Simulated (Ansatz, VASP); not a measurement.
One calculation of Ti, two programs

Contents of INCAR:

```
  ALGO = Normal
  EDIFF = 1E-7
  ENCUT = 520
  GGA = PE
  ISIF = 2
  ISMEAR = 0
  LASPH = T
  LCHARG = T
  LELF = T
  LREAL = F
  LVHAR = T
  LWAVE = F
  NBANDS = 19
  NELM = 80
  PREC = Accurate
  SIGMA = 0.15
```

The input KPOINTS:

```
k-points
0
Gamma
  14 14 14
```

File POSCAR:

```
Ti
1.0
    0.0000000000     -3.2552372153      0.0000000000
   -3.2552372153      0.0000000000      0.0000000000
    0.0000000000      0.0000000000     -3.2552372153
Ti
2
Direct
    0.5000000000      0.5000000000      0.5000000000
    0.0000000000      0.0000000000      0.0000000000
```

Input for Ansatz:

```yaml
crystal:
  lattice:
    - [0.0, -3.2552372153, 0.0]
    - [-3.2552372153, 0.0, 0.0]
    - [0.0, 0.0, -3.2552372153]
  atoms:
    - { symbol: Ti, position: [0.5, 0.5, 0.5] }
    - { symbol: Ti, position: [0.0, 0.0, 0.0] }
basis:
  ecutwfc: 520.0
kpoints:
  mp_grid: { grid: [14, 14, 14] }
hamiltonian:
  xc: pbe
  pseudopotentials: { kind: paw, azcp: { folder: soft_1 } }
scf:
  occupations: { method: gaussian, width: 0.15 }
output:
  forces: true
  stress: true
  eigenvalues: true
  write_density: true
  write_potential: true
  elf: true
  volumetric_format: npy
```

Alike in both runs: task single point; functional PBE; k mesh 14 × 14 × 14; occupations gaussian, width 0.15 eV; no spin polarisation.

|  | VASP | Ansatz |
| --- | --- | --- |
| version | VASP 6.6.1 | Ansatz 0.2.0 |
| potentials or method | VASP PAW PBE potentials, release 64 (Ti_sv) | scalar-relativistic, plane waves, PAW |
| plane-wave cutoff (eV) | 520 | 520 |
| valence electrons in the cell | 24 | 24 |

|  | VASP | Ansatz | Ansatz less VASP |
| --- | --- | --- | --- |
| gap on the k mesh at the Fermi level (eV) | none | none | - |
| pressure (GPa) | -0.1 | 0.1 | +0.22 |

A gap of «none» marks a metal or a gap that the smearing closes. With one functional, cell and mesh, what is left measures potentials, basis and numerics.
